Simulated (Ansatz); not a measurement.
Starting cell, Li$_{3}$N (Li3N type, space group P6/mmm):

```yaml
crystal:
  lattice:
    - [3.63435, 0.00000, 0.00000]
    - [-1.81718, 3.14744, 0.00000]
    - [0.00000, 0.00000, 3.86452]
  atoms:
    - { symbol: Li, position: [0.00000, 0.00000, 0.50000] }
    - { symbol: Li, position: [0.33333, 0.66667, 0.00000] }
    - { symbol: Li, position: [0.66667, 0.33333, 0.00000] }
    - { symbol: N, position: [0.00000, 0.00000, 0.00000] }
```

In each cell atom 3 (Li, nearest neighbour N at 2.098 Å; its periodic images, 3.6 Å or more away, move with it) moves by s·(0.577, 0.577, 0.577) (along Cartesian [111]), the rest being held.

Computed with PBE (plane waves to 420 eV, PAW, scalar-relativistic; Ansatz, a program for electronic structure). k mesh 8×8×7 (Γ-centred), Fermi-Dirac smearing 0.05 eV. Energies are smeared free energies. Left out: 4 of 11 points, with atoms too close for the PAW data. Li3N was relaxed with its symmetry unable to fall. ΔE is measured from the undisplaced structure.

```
s (Å)   ΔE (meV/cell)
------  -------------
-0.336       withheld
-0.252          149.2
-0.168           65.7
-0.084           16.3
0.000             0.0
0.084            16.2
0.168            64.6
```

**Question.** Fit a polynomial form (powers 2, 3, 4) to the given rows and predict ΔE at s = -0.336.

**Answer.** Least squares on the 6 given rows: ΔE = (2299)·s² + (-116.0)·s³ + (332.3)·s⁴, in meV/cell with s in Å; root-mean-square residual 0.01 meV/cell. At -0.336 the fit gives 268.2 meV/cell; the calculation gives 268.4 meV/cell, so the extrapolation is off by -0.2 (-0.1 %). The quadratic term alone would give 259.5 meV/cell.

(For displaced atoms, the force is minus the slope of the energy, and its curvature is a force constant, which sets phonon frequencies.)
